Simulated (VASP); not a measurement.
Here is a VASP 6.6.1 calculation.

Contents of INCAR:

```
SYSTEM = TePb
ALGO = Fast
EDIFF = 1E-6
ENCUT = 520
GGA = PE
ISIF = 2
ISMEAR = -1
LASPH = .True.
LCHARG = .False.
LREAL = .False.
LWAVE = .False.
NBANDS = 17
NELM = 60
PREC = Accurate
SIGMA = 0.1
```

KPOINTS

```
k-points
0
Gamma
  5 5 5
  0 0 0
```

POSCAR

```
TePb
1.0
    0.0000000000      3.2197060000      3.2197060000
    3.2197060000      0.0000000000      3.2197060000
    3.2197060000      3.2197060000      0.0000000000
Pb Te
1 1
Direct
    0.0000000000      0.0000000000      0.0000000000
    0.5000000000      0.5000000000      0.5000000000
```

Potentials or basis: VASP PAW PBE potentials, release 64 (Pb_d, Te).

Launch:

```console
$ cat potpaw_PBE.64/Pb_d/POTCAR potpaw_PBE.64/Te/POTCAR > POTCAR
$ mpirun -np 1 vasp_std > vasp.out
```

(1) Estimate the pressure.

Results:

(1) 2.6 GPa.
